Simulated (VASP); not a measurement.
Here is a VASP 6.6.1 calculation.

INCAR

```
PREC = Accurate
ENCUT = 600
EDIFF = 1E-7
ISMEAR = 0
SIGMA = 0.02
LREAL = False
LASPH = True
NELM = 120
ALGO = Fast
ISIF = 3
LWAVE = False
LCHARG = False
GGA = PS
IBRION = 2
NSW = 40
EDIFFG = -0.005
```

The input KPOINTS:

```
regular mesh
0
Gamma
  8 8 8
```

The input POSCAR:

```
MgSe
1.0
    0.0000000000      2.7250000000      2.7250000000
    2.7250000000      0.0000000000      2.7250000000
    2.7250000000      2.7250000000      0.0000000000
Mg Se
1 1
Direct
    0.0000000000      0.0000000000      0.0000000000
    0.5000000000      0.5000000000      0.5000000000
```

Potentials or basis: VASP PAW PBE potentials, release 64 (Mg, Se).

Command:

```bash
$ cat potpaw_PBE.64/Mg/POTCAR potpaw_PBE.64/Se/POTCAR > POTCAR
$ mpirun -np 1 vasp_std > vasp.out
```

Question: Predict the band gap on the k mesh.

Answer: 1.76 eV, indirect (least direct gap 2.51 eV).

Question: Estimate the space group after relaxing (to 0.05 Å).

Answer: Fm-3m (No. 225).

Final structure:
```
Mg Se
1.0
     0.00000    2.72420    2.72420
     2.72420    0.00000    2.72420
     2.72420    2.72420    0.00000
Mg Se
1 1
Cartesian
  0.0000 0.0000 0.0000
  2.7242 2.7242 2.7242
```

 A k mesh can miss the band edges.
